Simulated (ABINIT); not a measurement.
As:

```xyz
1
Lattice="2.7037 0.0000 0.0000 0.0000 2.7037 0.0000 0.0000 0.0000 2.7037" Properties=species:S:1:pos:R:3 pbc="T T T"
As    1.3518    1.3518    1.3518
```

This isn't the form of As at room conditions, which is rhombohedral.

Base run:

| Property | Result |
| --- | --- |
| Program | ABINIT 10.8.3 (patched build) |
| Functional | PBEsol |
| Potentials or basis | PseudoDojo NC SR PBEsol v0.4.1 standard |
| Cutoff | 1143 eV |
| k mesh | 10 × 10 × 10 |
| Occupations | fermi-dirac, width 0.05 eV |
| Spin | no spin polarisation |

Its results: band gap on the k mesh none (metal or under the smearing width); pressure -1.5 GPa.

Task: The run is repeated on the same cell with these changes: functional from PBEsol to PBE; potentials or basis from PseudoDojo NC SR PBEsol v0.4.1 standard to JTH PAW PBE v2.0; cutoff from 1143 eV to 408 eV. What comes out?

Result: Band gap on the k mesh none (metal or under the smearing width); pressure 2.2 GPa.
